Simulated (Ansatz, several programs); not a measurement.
KF (CsCl type), relaxed with PBE in Ansatz (plane waves, PAW): the symmetry is Pm-3m (No. 221, cubic); conventional cell a = 3.259 Å, 17.30 Å³ an atom. K is surrounded by 8 F at 2.82 Å; F is surrounded by 8 K at 2.82 Å. The cell was then scaled with its shape and fractional coordinates held. The structure was generated, not taken from experiment, and needn't be the ground state; spin polarisation is off.

| V (Å³/atom) | E (meV/atom) |
| --- | --- |
| 16.264 | 7.32 |
| 17.303 | 0.00 |
| 17.822 | 1.58 |
| 18.341 | 5.65 |

**Question.** Pass a cubic E = c₀ + c₁u + c₂u² + c₃u³, with u = V − 17.432 Å³, through these points.

**Answer.** c₀ = 0.12, c₁ = +1.671, c₂ = 5.666, c₃ = -0.8926 (meV and Å³).

**Question.** Where is the minimum, and what bulk modulus follows?

**Answer.** dE/du = 0 at u = -0.143, so V₀ = 17.29 Å³. B = V₀ d²E/dV² = 17.29 × (2c₂ + 6c₃u) = 17.29 × 12.097 = 209 meV/Å³, and 1 meV/Å³ is 0.16022 GPa: 34 GPa. A third-order Birch-Murnaghan fit to all five points gives 17.29 Å³ and 33 GPa.

**Question.** Predict the energy and the pressure at the withheld volume, 16.783 Å³.

**Answer.** With u = -0.649: E ≈ 1.67 meV and P = −dE/dV ≈ +1.09 GPa. The run gives 1.65 meV and, from its stress, +1.08 GPa.
